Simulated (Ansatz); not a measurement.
Co: do energies and stresses tell the same story?

Level of theory: DFT PBE, scalar-relativistic, plane waves, PAW in Ansatz.

Settings: cutoff 420 eV, Γ-centred mesh 21×21×6 on the computed 4-atom cell, Gaussian smearing of 0.10 eV; collinear spin from starting moments 1.88 1.9 1.88 1.9 μB.

Relaxed cell: P6_3/mmc, a = 2.494 Å, b = 2.494 Å, c = 8.088 Å, α = 90.00°, β = 90.00°, γ = 120.00°, 4 atoms in the primitive cell.

Energies at zero smearing and pressures from the stress tensor, at volumes with shape and atoms relaxed:
```json
{"V (Å³/atom)": "9.913", "E − E(first) (meV/atom)": "0.00", "P (GPa)": "24.80"}
{"V (Å³/atom)": "10.239", "E − E(first) (meV/atom)": "-40.09", "P (GPa)": "14.98"}
{"V (Å³/atom)": "10.566", "E − E(first) (meV/atom)": "-61.94", "P (GPa)": "6.83"}
{"V (Å³/atom)": "10.893", "E − E(first) (meV/atom)": "-68.69", "P (GPa)": "0.00"}
{"V (Å³/atom)": "11.220", "E − E(first) (meV/atom)": "-62.58", "P (GPa)": "-5.84"}
{"V (Å³/atom)": "11.546", "E − E(first) (meV/atom)": "-45.46", "P (GPa)": "-10.81"}
{"V (Å³/atom)": "11.982", "E − E(first) (meV/atom)": "-8.26", "P (GPa)": "-16.27"}
```

Check P = −dE/dV between neighbouring volumes, and get the bulk modulus from the pressures alone.

With 1 eV/Å³ = 160.2 GPa:
| middle V (Å³/atom) | −ΔE/ΔV (GPa) | mean P (GPa) |
| --- | --- | --- |
| 10.076 | 19.657 | 19.892 |
| 10.403 | 10.711 | 10.907 |
| 10.730 | 3.309 | 3.417 |
| 11.056 | -2.996 | -2.917 |
| 11.383 | -8.395 | -8.322 |
| 11.764 | -13.679 | -13.541 |

The two differ by 0.23 GPa at most. The mean of two end pressures misses the average over a step by about ΔV² P″/12, up to 0.16 GPa here; with that taken off 0.08 GPa remains. The stress is the derivative of the free energy, not of the energy at zero smearing, and with free energies 0.01 GPa remains. Around V = 10.893 Å³/atom, the two neighbours give B = −V ΔP/ΔV = 10.893 × 12.67 / 0.654 = 211.1 GPa, against B0 = 210.9 GPa from the Birch–Murnaghan fit of the energies.

Only this magnetic start was tried.